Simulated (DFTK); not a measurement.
# InP in DFTK: the effect of functional

The system is InP.

```xyz
2
Lattice="0.0000 2.9305 2.9305 2.9305 0.0000 2.9305 2.9305 2.9305 0.0000" Properties=species:S:1:pos:R:3 pbc="T T T"
In    0.0000    0.0000    0.0000
P     4.3957    4.3957    4.3957
```

Alike in all runs:

```yaml
Program: DFTK 0.8.2
Task: band structure
Potentials_or_basis: SG15 1.2 (PBE)
Cutoff: 1225 eV
k_mesh: 7 × 7 × 7
Occupations: fermi-dirac, width 0.05 eV
Spin: no spin polarisation
```

| functional | gap on the mesh (eV) |
| --- | --- |
| LDA | 0.53 |
| PBEsol | ? |
| r2SCAN | 0.76 |
| BJ06 | 0.80 |

Q: What does the run with functional PBEsol give?

A: gap on the mesh 0.63 eV.

Caveats: spin-orbit coupling is left out, which moves the levels of the heavy elements; the program leaves the constant c of mgga_x_tb09 at 1, so the potential is Becke-Johnson's (BJ06) and not Tran and Blaha's, with levels but no total energy (some runs); the program warned that the kinetic-energy density falls under its von Weizsäcker bound, which can give unphysical results (some runs).

Runs at the PBE level aren't shown here.
